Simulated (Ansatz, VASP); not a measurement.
## Two plane-wave programs on Pd

```
Pd
1.0
     0.00000    2.80913    2.80913
     2.80913    0.00000    2.80913
     2.80913    2.80913    0.00000
Pd
2
Direct
  0.12500 0.12500 0.12500
  0.87500 0.87500 0.87500
```

Alike in both runs: functional LDA; k mesh 10 × 10 × 10; occupations fermi-dirac, width 0.1 eV; no spin polarisation.

Ansatz relaxed the structure, and its values are those at the end. VASP's run is a single point on that final structure, the one shown.

|  | VASP | Ansatz |
| --- | --- | --- |
| version | VASP 6.6.1 | Ansatz 0.2.0 |
| potentials or method | VASP PAW LDA potentials, release 64 (Pd) | plane waves (420 eV) with PAW, scalar-relativistic |
| plane-wave cutoff (eV) | 520 | 420 |
| valence electrons in the cell | 20 | 36 |

```tsv
	VASP	Ansatz	Ansatz less VASP
pressure (GPa)	-0.2	0.0	+0.23
```

The two sets of potentials don't hold the same shells in valence. Ansatz warned: «pseudo_functional_mismatch».
